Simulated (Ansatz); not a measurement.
Start from LaAlO3 (space group R-3c, No. 167; a = 5.367 Å, c = 13.108 Å (hexagonal axes)).

Calculations: Ansatz (an electronic-structure program), r2SCAN, PAW, cutoff 500 eV, no spin-orbit coupling, earlier PAW set.

One change was made to it. Results:

| quantity | base | after |
|---|---|---|
| shortest interatomic distance | 1.902 Å | 1.896 Å |
| band gap | 4.38 eV | 4.37 eV |

Question: Which change produced these results?
A) pressure 18 GPa
B) pressure 9 GPa
C) pressure 1.8 GPa
D) pressure −2 GPa

Answer: C, pressure 1.8 GPa. For comparison, the shortest interatomic distance in the other runs: pressure 9 GPa gives 1.873 Å; pressure −2 GPa gives 1.910 Å; pressure 18 GPa gives 1.849 Å.

Load acts through the strain it causes; cell and atoms are relaxed under it. Whether these cells are dynamically stable was not tested. No other phases were tried under pressure.
